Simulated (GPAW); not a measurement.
# CuO (P-6m2) in GPAW: convergence with k mesh

Aim: find how far k mesh must go before the results for CuO settle, at PBE. This setting moves, with any that are tied to it; all else stays.

All numbers are computed with GPAW 26.7.0; they aren't measurements. Logs are shortened: lines on timing, memory, paths and dates and some standing lists are left out, and cuts for length are marked. The log counts tension as positive stress, the text compression.

## 1. Starting point

Symmetry: P-6m2, No. 187, hexagonal system. The conventional cell has a = 2.836 Å, b = 2.836 Å, c = 2.768 Å, α = 90.00°, β = 90.00°, γ = 120.00°. Cu (site symmetry -6m2) is surrounded by 6 O at 2.14 Å. O (site symmetry -6m2) is surrounded by 6 Cu at 2.14 Å.

Measurements of this composition are mostly on another form, of space group No. 15.

## 2. With k mesh 3 × 3 × 2

run.py

```python
from ase.dft.bandgap import bandgap
from ase.io import read, write
from ase.units import GPa
from gpaw import GPAW, PW

atoms = read('CuO.xyz')

calc = GPAW(mode=PW(800),
            xc='PBE',
            kpts={'size': (3, 3, 2), 'gamma': True},
            occupations={'name': 'fermi-dirac', 'width': 0.05},
            nbands=19,
            convergence={'density': 1e-05, 'energy': 1e-05},
            maxiter=100,
            txt='gpaw.txt')
atoms.calc = calc
energy = atoms.get_potential_energy()
forces = atoms.get_forces()
stress = atoms.get_stress()
calc.write('gs.gpw')
write('result.traj', atoms)
print(f'Energy: {energy:.6f} eV')
print('Forces (eV/A):')
print(forces.round(4))
print('Stress (GPa):', (stress / GPa).round(3))
print('Fermi level:', round(calc.get_fermi_level(), 4), 'eV')
print(f'Gap: {bandgap(calc)[0]:.4f} eV, direct: {bandgap(calc, direct=True)[0]:.4f} eV')
```

CuO.xyz

```xyz
2
Lattice="2.8363251093 0.0000000000 0.0000000000 -1.4181625547 2.4563295981 0.0000000000 0.0000000000 0.0000000000 2.7681127800" Properties=species:S:1:pos:R:3 pbc="T T T"
Cu     0.0000000000      0.0000000000      0.0000000000
O      1.4181625548      0.8187765326      1.3840563900
```

Potentials or basis: GPAW PAW data sets (gpaw-data 1.2.1), pw.

Launch:

```
> OMP_NUM_THREADS=1 python run.py
```

Wall time 4.3 s (1 thread of Arm Neoverse V1, shared host); peak memory 0.13 GiB.

Results:

| Property | Result |
| --- | --- |
| Free energy | -9.1089 eV |
| Pressure | 0.4 GPa |
| Band gap on the k mesh | none (metal or under the smearing width) |

## 3. With k mesh 4 × 4 × 3

run.py, as its differences from that of step 2:

```diff
@@ -9,3 +9,3 @@
             xc='PBE',
-            kpts={'size': (3, 3, 2), 'gamma': True},
+            kpts={'size': (4, 4, 3), 'gamma': True},
             occupations={'name': 'fermi-dirac', 'width': 0.05},
```

CuO.xyz is that of step 2.

Potentials or basis: GPAW PAW data sets (gpaw-data 1.2.1), pw.

Launch:

```
> OMP_NUM_THREADS=1 python run.py
```

It took 5 s on 1 thread of Arm Neoverse V1, shared host; peak memory 0.14 GiB.

Results:

| Quantity | Value |
| --- | --- |
| Free energy | -9.2241 eV |
| Pressure | 1.3 GPa |
| Band gap on the k mesh | none (metal or under the smearing width) |

## 4. With k mesh 5 × 5 × 4

run.py, as its differences from that of step 3:

```diff
@@ -9,3 +9,3 @@
             xc='PBE',
-            kpts={'size': (4, 4, 3), 'gamma': True},
+            kpts={'size': (5, 5, 4), 'gamma': True},
             occupations={'name': 'fermi-dirac', 'width': 0.05},
```

CuO.xyz is that of step 3.

Launch:

```
> OMP_NUM_THREADS=1 python run.py
```

It took 6.9 s on 1 thread of Arm Neoverse V1, shared host; peak memory 0.14 GiB.

What came out:

```yaml
Free_energy: -9.3056 eV
Pressure: 0.7 GPa
Band_gap_on_the_k_mesh: none (metal or under the smearing width)
```

## 5. With k mesh 6 × 6 × 5

run.py, as its differences from that of step 4:

```diff
@@ -9,3 +9,3 @@
             xc='PBE',
-            kpts={'size': (5, 5, 4), 'gamma': True},
+            kpts={'size': (6, 6, 5), 'gamma': True},
             occupations={'name': 'fermi-dirac', 'width': 0.05},
```

CuO.xyz is that of step 4.

Launch:

```
> OMP_NUM_THREADS=1 python run.py
```

Run time: 8.8 s. Hardware: 1 thread of Arm Neoverse V1, shared host; peak memory 0.14 GiB.

The run converged. Its results:

* Free energy: -9.3227 eV
* Pressure: 0.4 GPa
* Band gap on the k mesh: none (metal or under the smearing width)

## 6. With k mesh 7 × 7 × 6

run.py, as its differences from that of step 5:

```diff
@@ -9,3 +9,3 @@
             xc='PBE',
-            kpts={'size': (6, 6, 5), 'gamma': True},
+            kpts={'size': (7, 7, 6), 'gamma': True},
             occupations={'name': 'fermi-dirac', 'width': 0.05},
```

CuO.xyz is that of step 5.

Potentials or basis: GPAW PAW data sets (gpaw-data 1.2.1), pw.

Launch:

```
> OMP_NUM_THREADS=1 python run.py
```

It took 12 s on 1 thread of Arm Neoverse V1, shared host; peak memory 0.15 GiB.

The run converged. Its results:

```
Free energy            : -9.2974 eV
Pressure               : 0.7 GPa
Band gap on the k mesh : none (metal or under the smearing width)
```

## 7. With k mesh 8 × 8 × 7

run.py, as its differences from that of step 6:

```diff
@@ -9,3 +9,3 @@
             xc='PBE',
-            kpts={'size': (7, 7, 6), 'gamma': True},
+            kpts={'size': (8, 8, 7), 'gamma': True},
             occupations={'name': 'fermi-dirac', 'width': 0.05},
```

CuO.xyz is that of step 6.

Launch:

```
> OMP_NUM_THREADS=1 python run.py
```

Wall time 16 s (1 thread of Arm Neoverse V1, shared host); peak memory 0.15 GiB.

Results (log left out):

| Property | Result |
| --- | --- |
| Free energy | -9.3000 eV |
| Pressure | 0.7 GPa |
| Band gap on the k mesh | none (metal or under the smearing width) |

## 8. With k mesh 10 × 10 × 9

run.py, as its differences from that of step 7:

```diff
@@ -9,3 +9,3 @@
             xc='PBE',
-            kpts={'size': (8, 8, 7), 'gamma': True},
+            kpts={'size': (10, 10, 9), 'gamma': True},
             occupations={'name': 'fermi-dirac', 'width': 0.05},
```

CuO.xyz is that of step 7.

Launch:

```
> OMP_NUM_THREADS=1 python run.py
```

Run time: 24 s. Hardware: 1 thread of Arm Neoverse V1, shared host; peak memory 0.16 GiB.

Results (log left out):

| Item | Value |
| --- | --- |
| Free energy | -9.3041 eV |
| Pressure | 0.6 GPa |
| Band gap on the k mesh | none (metal or under the smearing width) |

## 9. With k mesh 12 × 12 × 10

run.py, as its differences from that of step 8:

```diff
@@ -9,3 +9,3 @@
             xc='PBE',
-            kpts={'size': (10, 10, 9), 'gamma': True},
+            kpts={'size': (12, 12, 10), 'gamma': True},
             occupations={'name': 'fermi-dirac', 'width': 0.05},
```

CuO.xyz is that of step 8.

Potentials or basis: GPAW PAW data sets (gpaw-data 1.2.1), pw.

Launch:

```
> OMP_NUM_THREADS=1 python run.py
```

It took 38 s on 1 thread of Arm Neoverse V1, shared host; peak memory 0.19 GiB.

It converged, with:

| Quantity | Value |
| --- | --- |
| Free energy | -9.3037 eV |
| Pressure | 0.6 GPa |
| Band gap on the k mesh | none (metal or under the smearing width) |

## 10. With k mesh 14 × 14 × 13

run.py, as its differences from that of step 9:

```diff
@@ -9,3 +9,3 @@
             xc='PBE',
-            kpts={'size': (12, 12, 10), 'gamma': True},
+            kpts={'size': (14, 14, 13), 'gamma': True},
             occupations={'name': 'fermi-dirac', 'width': 0.05},
```

CuO.xyz is that of step 9.

Potentials or basis: GPAW PAW data sets (gpaw-data 1.2.1), pw.

Launch:

```
> OMP_NUM_THREADS=1 python run.py
```

gpaw.txt:

```text
__  _  _
 | _ |_)|_||  |
 |__||  | ||/\| - 26.7.0

Input parameters:
  mode=PW(ecut=800.0),
  convergence={'density': 1e-05, 'energy': 1e-05},
  kpts=MonkhorstPack(size=(14, 14, 13), gamma=True),
  maxiter=100,
  nbands=19,
  occupations=Occupations(name='fermi-dirac', width=0.05),
  xc=XC(name='PBE')

Diagonalizing LCAO Hamiltonian
Converting LCAO to pw mode

           O

       Cu

Atoms  # Å, Bohr magnetons
|   | symbol |        x |        y |        z |    initial magnetic moments |
|---|--------|----------|----------|----------|-----------------------------|
| 0 |     Cu | 0.000000 | 0.000000 | 0.000000 | ( 0.0000,  0.0000,  0.0000) |
| 1 |      O | 1.418163 | 0.818777 | 1.384056 | ( 0.0000,  0.0000,  0.0000) |

Unit cell  # Å
| periodic |         x |        y |        z |  lengths |     angles |
|----------|-----------|----------|----------|----------|------------|
|      yes |  2.836325 | 0.000000 | 0.000000 | 2.836325 |  90.000000 |
|      yes | -1.418163 | 2.456330 | 0.000000 | 2.836325 |  90.000000 |
|      yes |  0.000000 | 0.000000 | 2.768113 | 2.768113 | 120.000000 |

Number of symmetries: 12
Symmetry operations  # r_c * U_cc + t_c -> r_c
|    | kind |            matrix            |
|----|------|------------------------------|
|  0 |  σ   |  1, 1, 0,  0,-1, 0,  0, 0, 1 |
|  1 |  C2  |  1, 1, 0,  0,-1, 0,  0, 0,-1 |
|  2 |  E   |  1, 0, 0,  0, 1, 0,  0, 0, 1 |
|  3 |  σ   |  1, 0, 0,  0, 1, 0,  0, 0,-1 |
|  4 |  C3  |  0, 1, 0, -1,-1, 0,  0, 0, 1 |
|  5 |  S3  |  0, 1, 0, -1,-1, 0,  0, 0,-1 |
|  6 |  σ   |  0,-1, 0, -1, 0, 0,  0, 0, 1 |
|  7 |  C2  |  0,-1, 0, -1, 0, 0,  0, 0,-1 |
|  8 |  σ   | -1, 0, 0,  1, 1, 0,  0, 0, 1 |
|  9 |  C2  | -1, 0, 0,  1, 1, 0,  0, 0,-1 |
| 10 |  C3  | -1,-1, 0,  1, 0, 0,  0, 0, 1 |
| 11 |  S3  | -1,-1, 0,  1, 0, 0,  0, 0,-1 |

BZ-sampling:
  Number of BZ points: 2548
  Number of IBZ points: 168

  Monkhorst-Pack size: [14, 14, 13]
  Monkhorst-Pack shift: [0.03571428571428571, 0.03571428571428571, 0.0]

K-points  # in reciprocal-cell coordinates
|     |                                coordinates |     weight |
|-----|--------------------------------------------|------------|
[... 100 lines left out ...]
  Trust region scale: 1.0
  Backstep threshold: 4.0
  History deletion threshold: 6.0
  Fourier metric: weight=20.0, sigma=0.015

occupation numbers:
  Fermi-Dirac:
    width: 0.0500  # eV

poisson solver:
  ecut: 6400.0  # eV

xc functional:
  name: PBE with 2 nearest neighbor stencil

convergence criteria:
- Maximum integral of absolute [dens]ity change: 1e-05 electrons / valence electron
- Maximum [total energy] change in last 3 cyles: 1e-05 eV / valence electron
- Maximum integral of absolute [eigenst]ate change: 4e-08 eV^2 / valence electron
maximum number of iterations: 100

SCF iterations
|iter     | |      energy | eigst |  dens |
|---------|-|-------------|-------|-------|
|iter:   1| |  -12.279477 | -0.10 |       |
|iter:   2| |  -11.025391 | -2.16 | -0.89 |
|iter:   3| |   -9.353047 | -1.52 | -0.98 |
|iter:   4| |   -9.315373 | -3.31 | -1.57 |
|iter:   5| |   -9.305496 | -3.19 | -1.76 |
|iter:   6| |   -9.294112 | -3.72 | -2.02 |
|iter:   7| |   -9.293833 | -5.10 | -2.68 |
|iter:   8| |   -9.293817 | -6.34 | -3.28 |
|iter:   9| |   -9.293817c| -8.16c| -4.21 |
|iter:  10| |   -9.293817c| -7.94c| -4.79 |
|iter:  11| |   -9.293817c| -8.57c| -5.37c|

Converged in 11 steps
Energy contributions relative to reference atoms: (reference = -47062.304142)

Energy contributions:
  Kinetic:           0.205355
  Coulomb:          -2.636007
  Zero:              0.291490
  External:          0.000000
  Xc:               -7.143869
  Entropy:          -0.021573
  Spinorbit:         0.000000
  ----------------------------
  Free energy:      -9.304603
  Extrapolated:     -9.293817

dipole moment: (-2.580031, -5.550736, -5.950462)  # |e|*Ang

Fermi level: 6.614
Eigenvalues  # (at kpt = [0.000, 0.000, 0.000])
| band index |      eig [eV] | occ [0-2] |
|------------|---------------|-----------|
|          0 |       -12.594 |     2.000 |
|          1 |         3.048 |     2.000 |
|          2 |         3.048 |     2.000 |
|          3 |         3.417 |     2.000 |
|          4 |         4.002 |     2.000 |
|          5 |         4.874 |     2.000 |
[... 9 lines left out ...]
|         15 |        32.925 |     0.000 |
|         16 |        32.925 |     0.000 |
|        ... |               |           |
|         18 |        38.559 |     0.000 |

No gap
No difference between direct/indirect transitions

Forces  # eV/Ang
|        x |        y |       z |
|----------|----------|---------|
| -0.00000 |  0.00000 | 0.00000 |  # Cu   0
| -0.00000 | -0.00000 | 0.00000 |  # O    1

Stress tensor  # eV/Ang^3
|         x |         y |        z |
|-----------|-----------|----------|
| -0.024353 | -0.000000 | 0.000000 |
| -0.000000 | -0.024353 | 0.000000 |
|  0.000000 |  0.000000 | 0.037338 |

# Writing to gs.gpw (mode='')
```

stdout:

```text
Energy: -9.293817 eV
Forces (eV/A):
[[-0.  0.  0.]
 [-0. -0.  0.]]
Stress (GPa): [-3.902 -3.902  5.982  0.     0.    -0.   ]
Fermi level: 6.6137 eV
Gap: 0.0000 eV, direct: 0.0000 eV
```

It took 54 s on 1 thread of Arm Neoverse V1, shared host; peak memory 0.22 GiB.

Results:

```yaml
Free_energy: -9.3046 eV
Pressure: 0.6 GPa
Band_gap_on_the_k_mesh: none (metal or under the smearing width)
```

## 11. Summary

```csv
k mesh,"energy less the tightest run, at zero smearing (meV/atom)",pressure (GPa),SCF cycles,CPU time (s),peak memory (GiB)
3 × 3 × 2,96.59,0.40,11,4.2,0.13
4 × 4 × 3,45.90,1.30,11,5,0.14
5 × 5 × 4,0.84,0.73,11,6.9,0.14
6 × 6 × 5,-10.68,0.40,11,8.8,0.14
7 × 7 × 6,4.65,0.72,11,12,0.15
8 × 8 × 7,3.88,0.71,11,16,0.15
10 × 10 × 9,0.10,0.59,11,24,0.16
12 × 12 × 10,0.88,0.64,11,38,0.19
14 × 14 × 13,0.00,0.61,11,54,0.22
```

Against the tightest run, the energy stays within 1 meV/atom from 10 × 10 × 9 on; the pressure stays within 0.1 GPa from 10 × 10 × 9 on. Meshes of other sizes hit other points, so gaps and Fermi surfaces needn't settle smoothly. The tightest run that finished is the yardstick and may itself not be fully converged.

Caveats: with this Cu data set, volumes or pressures lay over 1.5 % or 2 GPa off other programs in two to four cells of ten; an odd number of electrons without spin polarisation forces a metal; a magnetic or distorted state may lie lower; the run has no spin polarisation, though such a crystal can be magnetic; semilocal functionals often make such compounds metallic where correlation or magnetic order opens a gap, which also shifts bond lengths.
